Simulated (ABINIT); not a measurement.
# Hf (Im-3m) in ABINIT: a series of runs

The runs below take Hf through single point, relaxation of cell and atoms, with PBEsol, LDA.

Program: ABINIT 10.8.3 (patched build). These are calculated values, not measurements. Logs are shortened: lines on timing, memory, paths and dates and some standing lists are left out, and cuts for length are marked. The log counts tension as positive stress, the text compression.

### Step 1. Starting point

It takes space group Im-3m (No. 229, cubic). Conventional cell: a = 3.610 Å, b = 3.610 Å, c = 3.610 Å, α = 90.00°, β = 90.00°, γ = 90.00°. Hf (site symmetry m-3m) has 8 Hf at 3.13 Å as nearest neighbours.

This isn't the form of Hf at room conditions, which is hcp.

### Step 2. Single point, PBEsol

Contents of run.abi:

```
# Pseudopotentials
pp_dirpath "./"
pseudos "Hf.upf"

# Structure
acell 3*1.0 Angstrom
rprim
    -1.8050000000     1.8050000000     1.8050000000
     1.8050000000    -1.8050000000     1.8050000000
     1.8050000000     1.8050000000    -1.8050000000
ntypat 1
znucl 72
natom 1
typat 1
xcart
     0.0000000000     0.0000000000     0.0000000000

# Plane-wave basis
ecut 25.0

# k points
kptopt 1
ngkpt 8 8 8
nshiftk 1
shiftk 0.0 0.0 0.0

# Exchange and correlation
ixc -116133

# Bands and occupations
nband 10
occopt 3
tsmear 0.00183747

# SCF cycle
nstep 100
tolvrs 1.0e-10

# Output
iomode 3
prtwf 0
prteig 0
prtebands 0
prtden 1
prtvha 1
prtvclmb 1
prtpot 1
prtelf 1
```

Potentials or basis: PseudoDojo NC SR PBEsol v0.4.1 standard.

Started as:

```sh
abinit run.abi > log 2>&1
```

run.abo:

```text
.Version 10.8.3 of ABINIT
 Symmetries : space group Im -3 m (#229); Bravais cI (body-center cubic)
================================================================================
 Values of the parameters that define the memory need of the present run
     intxc =       0    ionmov =       0      iscf =       7    lmnmax =       8
     lnmax =       8     mgfft =      30  mpssoang =       4    mqgrid =    3001
     natom =       1  nloc_mem =       1    nspden =       1   nspinor =       1
    nsppol =       1      nsym =      48    n1xccc =    2501    ntypat =       1
    occopt =       3   xclevel =       2
       mpw =         959          nfft =       27000          nkpt =          29
================================================================================
================================================================================

--------------------------------------------------------------------------------
------------- Echo of variables that govern the present computation ------------
--------------------------------------------------------------------------------
 -outvars: echo values of preprocessed input variables --------
            acell      1.8897261259E+00  1.8897261259E+00  1.8897261259E+00 Bohr
              amu      1.78490000E+02
             ecut      2.50000000E+01 Hartree
              ixc     -116133
         kptrlatt        8    0    0      0    8    0      0    0    8
          kptrlen      4.72635880E+01
            natom           1
            nband          10
            ngfft          30      30      30
             nkpt          29
            nstep         100
             nsym          48
           ntypat           1
           occopt           3
        prtebands           0
           prteig           0
           prtelf           1
           prtpot           1
         prtvclmb           1
           prtvha           1
            prtwf           0
            rprim     -1.8050000000E+00  1.8050000000E+00  1.8050000000E+00
                       1.8050000000E+00 -1.8050000000E+00  1.8050000000E+00
                       1.8050000000E+00  1.8050000000E+00 -1.8050000000E+00
          spgroup         229
           tolvrs      1.00000000E-10
           tsmear      1.83747000E-03 Hartree
            typat      1
            znucl       72.00000

================================================================================

 chkinp: Checking input parameters for consistency.

================================================================================
== DATASET  1 ==================================================================

--- !DatasetInfo
iteration_state: {dtset: 1, }
dimensions: {natom: 1, nkpt: 29, mband: 10, nsppol: 1, nspinor: 1, nspden: 1, mpw: 959, }
cutoff_energies: {ecut:  25.0, pawecutdg:  -1.0, }
electrons: {nelect:   1.20000000E+01, charge:   0.00000000E+00, occopt:   3.00000000E+00, tsmear:   1.83747000E-03, }
meta: {optdriver: 0, ionmov: 0, optcell: 0, iscf: 7, paral_kgb: 0, }
...

 Real(R)+Recip(G) space primitive vectors, cartesian coordinates (Bohr,Bohr^-1):
 R(1)= -3.4109557  3.4109557  3.4109557  G(1)=  0.0000000  0.1465865  0.1465865
 R(2)=  3.4109557 -3.4109557  3.4109557  G(2)=  0.1465865  0.0000000  0.1465865
 R(3)=  3.4109557  3.4109557 -3.4109557  G(3)=  0.1465865  0.1465865  0.0000000
 Unit cell volume ucvol=  1.5874067E+02 bohr^3
 Angles (23,13,12)=  1.09471221E+02  1.09471221E+02  1.09471221E+02 degrees

 getcut: wavevector=  0.0000  0.0000  0.0000  ngfft=  30  30  30
         ecut(hartree)=     25.000   => boxcut(ratio)=   2.25605

 getcut : COMMENT -
  Note that boxcut > 2.2 ; recall that boxcut=Gcut(box)/Gcut(sphere) = 2
  is sufficient for exact treatment of convolution.
  Such a large boxcut is a waste : you could raise ecut
  e.g. ecut=   31.811113 Hartrees makes boxcut=2

--- Pseudopotential description ------------------------------------------------
- pspini: atom type   1  psp file is ./Hf.upf
12 -116133 3 -1 1656                          pspcod,pspxc,lmax,lloc,mmax
     nproj     2     2     2     2

   2.63889691E+02                                ecore*ucvol(ha*bohr**3)
--------------------------------------------------------------------------------

================================================================================

--- !BeginCycle
iteration_state: {dtset: 1, }
solver: {iscf: 7, nstep: 100, nline: 4, wfoptalg: 0, }
tolerances: {tolvrs: 1.00E-10, }
...

     iter   Etot(hartree)      deltaE(h)  residm     vres2
 ETOT  1  -56.358259785400    -5.636E+01 1.292E-01 1.290E+01
 ETOT  2  -56.373043753375    -1.478E-02 3.202E-02 4.378E-01
 ETOT  3  -56.373147614871    -1.039E-04 1.457E-03 4.351E-04
 ETOT  4  -56.373147716296    -1.014E-07 4.433E-04 1.089E-05
 ETOT  5  -56.373147718416    -2.120E-09 8.745E-05 4.866E-08
 ETOT  6  -56.373147718423    -6.814E-12 2.178E-05 5.055E-10
 ETOT  7  -56.373147718423    -5.187E-13 2.145E-05 2.250E-12

 At SCF step    7       vres2   =  2.25E-12 < tolvrs=  1.00E-10 =>converged.

 Compute ELF
--------------------------------------------------------------------------------

 Compute kinetic energy density

 Compute gradient of the electron density
 Electron Localization Function (ELF) [min:0;max:1]
)     Maximum=    8.5407E-01  at reduced coord.    0.8000    0.9667    0.9667
)     Minimum=    1.6620E-03  at reduced coord.    0.0000    0.0000    0.0000
   Integrated=    5.8873E+01

--------------------------------------------------------------------------------
 End of ELF section

 Cartesian components of stress tensor (hartree/bohr^3)
  sigma(1 1)=  3.23852470E-04  sigma(3 2)=  0.00000000E+00
  sigma(2 2)=  3.23852470E-04  sigma(3 1)=  0.00000000E+00
  sigma(3 3)=  3.23852470E-04  sigma(2 1)=  0.00000000E+00

--- !ResultsGS
iteration_state: {dtset: 1, }
comment   : Summary of ground state results
lattice_vectors:
- [ -3.4109557,   3.4109557,   3.4109557, ]
- [  3.4109557,  -3.4109557,   3.4109557, ]
- [  3.4109557,   3.4109557,  -3.4109557, ]
lattice_lengths: [   5.90795,    5.90795,    5.90795, ]
lattice_angles: [109.471, 109.471, 109.471, ] # degrees, (23, 13, 12)
lattice_volume:   1.5874067E+02
convergence: {deltae: -5.187E-13, res2:  2.250E-12, residm:  2.145E-05, diffor: null, }
etotal    :  -5.63731477E+01
entropy   :   0.00000000E+00
fermie    :   3.51174966E-01
cartesian_stress_tensor: # hartree/bohr^3
- [  3.23852470E-04,   0.00000000E+00,   0.00000000E+00, ]
- [  0.00000000E+00,   3.23852470E-04,   0.00000000E+00, ]
- [  0.00000000E+00,   0.00000000E+00,   3.23852470E-04, ]
pressure_GPa:  -9.5281E+00
xred      :
- [  0.0000E+00,   0.0000E+00,   0.0000E+00, Hf]
cartesian_forces: # hartree/bohr
- [ -0.00000000E+00,  -0.00000000E+00,  -0.00000000E+00, ]
force_length_stats: {min:   0.00000000E+00, max:   0.00000000E+00, mean:   0.00000000E+00, }
...

 Integrated electronic density in atomic spheres:
 ------------------------------------------------
 Atom  Sphere_radius  Integrated_density
    1        2.00000          8.42008210
================================================================================

 ----iterations are completed or convergence reached----

 Mean square residual over all n,k,spin=   88.159E-09; max=  21.448E-06
 reduced coordinates (array xred) for    1 atoms
       0.000000000000      0.000000000000      0.000000000000
 rms dE/dt=  0.0000E+00; max dE/dt=  0.0000E+00; dE/dt below (all hartree)
    1       0.000000000000      0.000000000000      0.000000000000

 cartesian coordinates (angstrom) at end:
    1      0.00000000000000     0.00000000000000     0.00000000000000

 cartesian forces (hartree/bohr) at end:
    1     -0.00000000000000    -0.00000000000000    -0.00000000000000
 frms,max,avg= 0.0000000E+00 0.0000000E+00   0.000E+00  0.000E+00  0.000E+00 h/b

 cartesian forces (eV/Angstrom) at end:
    1     -0.00000000000000    -0.00000000000000    -0.00000000000000
 frms,max,avg= 0.0000000E+00 0.0000000E+00   0.000E+00  0.000E+00  0.000E+00 e/A
 length scales=  1.889726125908  1.889726125908  1.889726125908 bohr
              =  1.000000000000  1.000000000000  1.000000000000 angstroms
 Fermi (or HOMO) energy (hartree) =   0.35117   Average Vxc (hartree)=  -0.42640
 Eigenvalues (hartree) for nkpt=  29  k points:
 kpt#   1, nband= 10, wtk=  0.00195, kpt=  0.0000  0.0000  0.0000 (reduced coord)
  -1.91575   -0.74990   -0.74990   -0.74990    0.09814    0.40503    0.40503    0.40503
   0.50254    0.50254
      occupation numbers for kpt#   1
   2.00000    2.00000    2.00000    2.00000    2.00000    0.00000    0.00000    0.00000
   0.00000    0.00000
 prteigrs : prtvol=0 or 1, do not print more k-points.

--- !EnergyTerms
iteration_state     : {dtset: 1, }
comment             : Components of total free energy in Hartree
kinetic             :  1.44147725667777E+01
hartree             :  7.33009225518389E+00
xc                  : -1.41173584724915E+01
Ewald energy        : -3.84092956187632E+01
psp_core            :  1.66239495696325E+00
local_psp           : -2.98646557641438E+01
non_local_psp       :  2.61150162022258E+00
internal            : -5.63725484562511E+01
'-kT*entropy'       : -5.99262172023026E-04
total_energy        : -5.63731477184231E+01
total_energy_eV     : -1.53399149646775E+03
band_energy         : -7.24744506509784E+00
...

 Cartesian components of stress tensor (hartree/bohr^3)
  sigma(1 1)=  3.23852470E-04  sigma(3 2)=  0.00000000E+00
  sigma(2 2)=  3.23852470E-04  sigma(3 1)=  0.00000000E+00
  sigma(3 3)=  3.23852470E-04  sigma(2 1)=  0.00000000E+00

-Cartesian components of stress tensor (GPa)         [Pressure= -9.5281E+00 GPa]
- sigma(1 1)=  9.52806863E+00  sigma(3 2)=  0.00000000E+00
- sigma(2 2)=  9.52806863E+00  sigma(3 1)=  0.00000000E+00
- sigma(3 3)=  9.52806863E+00  sigma(2 1)=  0.00000000E+00

== END DATASET(S) ==============================================================
================================================================================

 -outvars: echo values of variables after computation  --------
            acell      1.8897261259E+00  1.8897261259E+00  1.8897261259E+00 Bohr
           etotal     -5.6373147718E+01
            fcart     -0.0000000000E+00 -0.0000000000E+00 -0.0000000000E+00
            rprim     -1.8050000000E+00  1.8050000000E+00  1.8050000000E+00
                       1.8050000000E+00 -1.8050000000E+00  1.8050000000E+00
                       1.8050000000E+00  1.8050000000E+00 -1.8050000000E+00
           strten      3.2385247023E-04  3.2385247023E-04  3.2385247023E-04
                       0.0000000000E+00  0.0000000000E+00  0.0000000000E+00
 Calculation completed.
```

It took 8.5 s on 1 thread of Intel Xeon Platinum 8375C at 2.90GHz (Ice Lake), shared host; peak memory 0.06 GiB.

Results:

```
Free energy                                           : -1533.9915 eV
Pressure                                              : -9.5 GPa
Band gap on the k mesh                                : none (metal or under the smearing width)
Valence electrons inside the program's atomic spheres : Hf 8.42 (radii [1.0584] Å)
```

Caveat: the cutoff is short for stress, so the pressure is rough. The run has no spin-orbit coupling, so splittings on Hf are missing.

### Step 3. Relaxation of cell and atoms, PBEsol

Contents of run.abi:

```
pp_dirpath "./"
pseudos "Hf.upf"

acell 3*1.0 Angstrom
rprim
    -1.8050000000     1.8050000000     1.8050000000
     1.8050000000    -1.8050000000     1.8050000000
     1.8050000000     1.8050000000    -1.8050000000
ntypat 1
znucl 72
natom 1
typat 1
chkprim 0
chksymtnons 0
tolsym 1.0e-6
xred
            0.0            0.0            0.0

ecut 29.0
ecutsm 0.5

kptopt 1
ngkpt 8 8 8
nshiftk 1
shiftk 0.0 0.0 0.0

ixc -116133

nband 10
occopt 3
tsmear 0.00183747

nstep 80
tolvrs 1.0e-12

iomode 3
prteig 0
prtebands 0
prtwf 0
prtden 0

ionmov 2
optcell 2
ntime 50
tolmxf 2.0e-5
dilatmx 1.08
```

Potentials or basis: PseudoDojo NC SR PBEsol v0.4.1 standard.

Started as:

```sh
abinit run.abi > log 2>&1
```

run.abo:

```text
.Version 10.8.3 of ABINIT
 Symmetries : space group Im -3 m (#229); Bravais cI (body-center cubic)
================================================================================
 Values of the parameters that define the memory need of the present run
     intxc =       0    ionmov =       2      iscf =       7    lmnmax =       8
     lnmax =       8     mgfft =      32  mpssoang =       4    mqgrid =    3001
     natom =       1  nloc_mem =       1    nspden =       1   nspinor =       1
    nsppol =       1      nsym =      48    n1xccc =    2501    ntypat =       1
    occopt =       3   xclevel =       2
       mpw =        1508          nfft =       32768          nkpt =          29
================================================================================
================================================================================

--------------------------------------------------------------------------------
------------- Echo of variables that govern the present computation ------------
--------------------------------------------------------------------------------
[... 572 lines left out ...]
  sigma(3 3)=  4.48705593E-09  sigma(2 1)=  0.00000000E+00

-Cartesian components of stress tensor (GPa)         [Pressure= -1.3201E-04 GPa]
- sigma(1 1)=  1.32013743E-04  sigma(3 2)=  0.00000000E+00
- sigma(2 2)=  1.32013743E-04  sigma(3 1)=  0.00000000E+00
- sigma(3 3)=  1.32013743E-04  sigma(2 1)=  0.00000000E+00

== END DATASET(S) ==============================================================
================================================================================

 -outvars: echo values of variables after computation  --------
            acell      5.7241198806E+00  5.7241198806E+00  5.7241198806E+00 Bohr
           etotal     -5.6375700546E+01
            fcart     -0.0000000000E+00 -0.0000000000E+00 -0.0000000000E+00
            rprim     -5.7735026919E-01  5.7735026919E-01  5.7735026919E-01
                       5.7735026919E-01 -5.7735026919E-01  5.7735026919E-01
                       5.7735026919E-01  5.7735026919E-01 -5.7735026919E-01
           strten      4.4870559369E-09  4.4870559317E-09  4.4870559299E-09
                       0.0000000000E+00  0.0000000000E+00  0.0000000000E+00
 Calculation completed.
```

Wall time 27 s (1 thread of Intel Xeon 6975P-C (Granite Rapids), shared host); peak memory 0.07 GiB.

Results:

| Quantity | Value |
| --- | --- |
| Free energy | -1534.0610 eV |
| Relaxed volume | 21.39 Å³/atom |
| Relaxed cell | a = 3.029 Å, b = 3.029 Å, c = 3.029 Å, α = 109.47°, β = 109.47°, γ = 109.47° |
| Space group after relaxing (to 0.05 Å) | Im-3m (No. 229) |
| Energy gained by relaxing | 64.2 meV/atom |
| Ionic steps | 5 |
| Pressure after relaxing | 0.0 GPa |
| Band gap on the k mesh | none (metal or under the smearing width) |

Step by step:
```
step  energy change (eV)  largest force (eV/Å)  pressure (GPa)  volume (Å³)
   1              0.0000                0.0000           -9.03        23.52
   2             -0.0317                0.0000           -6.69        22.88
   3             -0.0639                0.0000            0.64        21.27
   4             -0.0642                0.0000           -0.03        21.40
   5             -0.0642                0.0000            0.00        21.39
```

Final structure:
```
Hf
1.0
    -1.74884    1.74884    1.74884
     1.74884   -1.74884    1.74884
     1.74884    1.74884   -1.74884
Hf
1
Direct
  0.00000 0.00000 0.00000
```

### Step 4. Single point, PBEsol (cell relaxed)

Contents of run.abi:

```
# Pseudopotentials
pp_dirpath "./"
pseudos "Hf.upf"

# Structure
acell 5.7241198808 5.7241198808 5.7241198808
rprim
    -0.5773502692     0.5773502692     0.5773502692
     0.5773502692    -0.5773502692     0.5773502692
     0.5773502692     0.5773502692    -0.5773502692
ntypat 1
znucl 72
natom 1
typat 1
xred
     0.0000000000     0.0000000000     0.0000000000
chkprim 0
chksymtnons 0
tolsym 1.0e-6

# Plane-wave basis
ecut 29.0

# k points
kptopt 1
ngkpt 8 8 8
nshiftk 1
shiftk 0.0 0.0 0.0

# Exchange and correlation
ixc -116133

# Bands and occupations
nband 10
occopt 3
tsmear 0.00183747

# SCF cycle
nstep 100
tolvrs 1.0e-10

# Output
iomode 3
prtwf 0
prteig 0
prtebands 0
enunit 1
prtden 1
prtvha 1
prtvclmb 1
prtpot 1
prtelf 1
```

Started as:

```sh
abinit run.abi > log 2>&1
```

Wall time 5.1 s (1 thread of Intel Xeon 6975P-C (Granite Rapids), shared host); peak memory 0.07 GiB.

The run converged. Its results:

* Free energy: -1534.0610 eV
* Pressure: 0.0 GPa
* Band gap on the k mesh: none (metal or under the smearing width)
* Valence electrons inside the program's atomic spheres: Hf 8.44 (radii [1.0584] Å)

Levels at points of the mesh, in eV from the Fermi level:
```
           k point  band 2  band 3  band 4  band 5  band 6  band 7  band 8  band 9  band 10
(0.00, 0.00, 0.00)  -29.57  -29.57  -29.57   -7.16    1.57    1.57    1.57    4.50     4.50
(0.50, 0.00, 0.00)  -30.53  -29.88  -29.58   -3.50   -0.56    1.29    4.34    5.40     8.05
(0.50, 0.50, 0.50)  -30.24  -30.24  -30.24   -2.74   -2.74    7.15    7.15    7.16     7.60
```

The run has no spin-orbit coupling, so splittings on Hf are missing.

### Step 5. Single point, LDA

Contents of run.abi:

```
pp_dirpath "./"
pseudos "Hf_sc.hgh"

acell 3*1.0
rprim
    -3.4109556549     3.4109556549     3.4109556549
     3.4109556549    -3.4109556549     3.4109556549
     3.4109556549     3.4109556549    -3.4109556549
ntypat 1
znucl 72
natom 1
typat 1
xcart
     0.0000000000     0.0000000000     0.0000000000

ecut 38.0

kptopt 1
ngkpt 8 8 8
nshiftk 1
shiftk 0.0 0.0 0.0

ixc 7

nband 10
occopt 3
tsmear 0.05 eV

nstep 100
tolvrs 1.0e-10

iomode 3
prtwf 0
prteig 0
prtebands 0
prtden 1
prtvha 1
prtvclmb 1
prtpot 1
prtelf 1
```

Potentials or basis: HGH LDA semicore.

Started as:

```sh
abinit run.abi > log 2>&1
```

It took 7.6 s on 1 thread of Intel Xeon 6975P-C (Granite Rapids), shared host; peak memory 0.06 GiB.

Results (log left out):

| Item | Value |
| --- | --- |
| Free energy | -1364.4374 eV |
| Band gap on the k mesh | none (metal or under the smearing width) |
| Valence electrons inside the program's atomic spheres | Hf 8.44 (radii [1.0584] Å) |

Levels at points of the mesh, in eV from the Fermi level:
```
           k point  band 4  band 5  band 6  band 7  band 8  band 9
(0.00, 0.00, 0.00)  -30.00   -6.86    1.44    1.44    1.44    4.11
(0.50, 0.00, 0.00)  -30.00   -3.21   -0.44    0.92    3.89    4.86
(0.50, 0.50, 0.50)  -30.46   -2.33   -2.33    6.43    6.43    6.43
```

Caveat: the cutoff is too short for stress, so the log's stress isn't used; HGH potentials are hard and often keep d shells in the core, so these values are rough. The run has no spin-orbit coupling, so splittings on Hf are missing.

### Step 6. Summary

| task | cell | cutoff (eV) | cell freedom (optcell) | optimiser (ionmov) | cutoff smearing ecutsm (Ha) | force stop (Ha/bohr) | gap on the mesh (eV) | pressure (GPa) |
| --- | --- | --- | --- | --- | --- | --- | --- | --- |
| single point | as given | 680 | - | - | - | - | none | -9.5 |
| relaxation of cell and atoms | relaxed | 789 | 2 | 2 | 0.5 | 2e-05 | none | 0.0 |
| single point | cell relaxed | 789 | - | - | - | - | none | 0.0 |

Alike in all rows: level PBEsol; potentials or basis PseudoDojo NC SR PBEsol v0.4.1 standard; no spin polarisation; k mesh 8 × 8 × 8; smearing fermi-dirac 0.05 eV.

Caveats: the cutoff is short for stress, so the pressure is rough (some runs).

Absolute energies hang on the potentials; compare differences alone.
